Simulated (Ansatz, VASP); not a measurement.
## One calculation of Cd2S, two programs

File INCAR:

```
PREC     = Accurate       # precision mode
ENCUT    = 520            # plane-wave cutoff, eV
EDIFF    = 1E-6           # SCF threshold, eV
ISMEAR   = 0              # smearing method
SIGMA    = 0.03           # smearing width, eV
LREAL    = F              # projectors in reciprocal space
LASPH    = T              # aspherical terms in the spheres
NELM     = 100            # most SCF steps
ALGO     = Fast           # electronic algorithm
ISIF     = 2              # what is computed and relaxed
LWAVE    = F              # write WAVECAR
LCHARG   = F              # write CHGCAR
GGA      = CA             # functional
NBANDS   = 22             # bands
```

The input KPOINTS:

```
Automatic mesh
0
Gamma
  12 12 6
```

File POSCAR:

```
Cd2S
1.0
    3.9626700490      0.0000000000      0.0000000000
   -1.9813350245      3.4317729293      0.0000000000
    0.0000000000      0.0000000000      5.8091920000
Cd S
2 1
Direct
    0.6666666667      0.3333333333      0.5787350000
    0.3333333333      0.6666666667      0.9327170000
    0.3333333333      0.6666666667      0.3527944266
```

Input for Ansatz:

```yaml
crystal:
  lattice:
    - [3.962670049, 0.0, 0.0]
    - [-1.9813350245, 3.4317729293, 0.0]
    - [0.0, 0.0, 5.809192]
  atoms:
    - { symbol: Cd, position: [0.6666666667, 0.3333333333, 0.578735] }
    - { symbol: Cd, position: [0.3333333333, 0.6666666667, 0.932717] }
    - { symbol: S, position: [0.3333333333, 0.6666666667, 0.3527944266] }
basis:
  ecutwfc: 420
kpoints:
  mp_grid: { grid: [12, 12, 6] }
hamiltonian:
  xc: lda
scf:
  occupations: { method: gaussian, width: 0.03 }
output:
  forces: true
  stress: true
  eigenvalues: true
  write_density: true
  write_potential: true
  elf: true
  volumetric_format: npy
```

Change from the starting cell: all S atoms moved +0.075 Å, as atom 3 towards its neighbour atom 2 (Cd) at 2.515 Å.

Alike in both runs: task single point; functional LDA; k mesh 12 × 12 × 6; occupations gaussian, width 0.03 eV; no spin polarisation.

|  | VASP | Ansatz |
| --- | --- | --- |
| version | VASP 6.6.1 | Ansatz 0.2.0 |
| potentials or method | VASP PAW LDA potentials, release 64 (Cd, S) | scalar-relativistic, plane waves, PAW |
| plane-wave cutoff (eV) | 520 | 420 |
| valence electrons in the cell | 30 | 46 |

VASP gave:

```
gap on the k mesh at the Fermi level (eV)       : 0.13
least direct gap on the mesh (eV)               : 0.37
pressure (GPa)                                  : -4.7
largest component of the traceless stress (GPa) : 0.20
rms of the force components (eV/Å)              : 0.275
```

Problem. Which values does Ansatz return?

Solution. gap on the k mesh at the Fermi level (eV): 0.15; least direct gap on the mesh (eV): 0.38; pressure (GPa): -5.0; largest component of the traceless stress (GPa): 0.38; rms of the force components (eV/Å): 0.268.

Atom by atom the forces differ by 0.014 eV/Å (rms over components). The two sets of potentials don't hold the same shells in valence.

A k mesh can miss the band edges.
